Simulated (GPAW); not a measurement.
Al: relaxation of cell and atoms with revPBE+D3(BJ)

Al:

```xyz
1
Lattice="0.0000 2.0248 2.0248 2.0248 0.0000 2.0248 2.0248 2.0248 0.0000" Properties=species:S:1:pos:R:3 pbc="T T T"
Al    0.0000    0.0000    0.0000
```

```json
{
  "Program": "GPAW 26.7.0",
  "Task": "relaxation of cell and atoms",
  "Functional": "revPBE",
  "Dispersion": "D3(BJ)",
  "Potentials or basis": "the program's PAW data sets (release 1.2.1) made for this functional",
  "Cutoff": "600 eV",
  "Basis": "pw",
  "k mesh": "11 × 11 × 11",
  "Occupations": "fermi-dirac, width 0.05 eV",
  "Spin": "no spin polarisation",
  "Maxiter": "150",
  "Optimizer": "BFGS",
  "Fmax": "0.02 eV/Å",
  "Max steps": "100",
  "Convergence": "density=1e-05 forces=0.0001"
}
```

The relaxed volume is 15.49 Å³/atom, the relaxed cell is a = 2.798 Å, b = 2.798 Å, c = 2.798 Å, α = 60.00°, β = 60.00°, γ = 60.00° and the space group after relaxing (to 0.05 Å) is Fm-3m (No. 225). The energy gained by relaxing is 20.6 meV/atom and the ionic steps are 4. The pressure after relaxing is 0.0 GPa. The band gap on the k mesh is none (metal or under the smearing width). The dispersion energy per atom is -0.682 eV.

Step by step:
```csv
step,energy change (eV),largest force (eV/Å),pressure (GPa),volume (Å³)
1,0.0000,0.0000,-5.56,16.60
2,-0.0119,0.0000,-3.78,16.20
3,-0.0205,0.0000,0.36,15.43
4,-0.0206,0.0000,-0.02,15.49
```

Final structure:
```yaml
crystal:
  lattice:
    - [0.00000, 1.97853, 1.97853]
    - [1.97853, 0.00000, 1.97853]
    - [1.97853, 1.97853, 0.00000]
  atoms:
    - { symbol: Al, position: [0.00000, 0.00000, 0.00000] }
```

Levels at points of the mesh, in eV from the Fermi level:
```tsv
k point	band 1	band 2	band 3	band 4
(0.00, 0.00, 0.00)	-11.59	13.00	13.00	13.00
```

Run time: 19 s on 1 thread of Arm Neoverse V1, on a shared host, peak memory 0.15 GiB.

The cell as given is a measured one (16.60 Å³/atom); revPBE+D3(BJ) puts the equilibrium volume -6.7 % from it, thermal expansion not counted.

Caveat: later steps reuse the first step's grids; pairwise dispersion overbinds metals, which lowers pressure and volume.
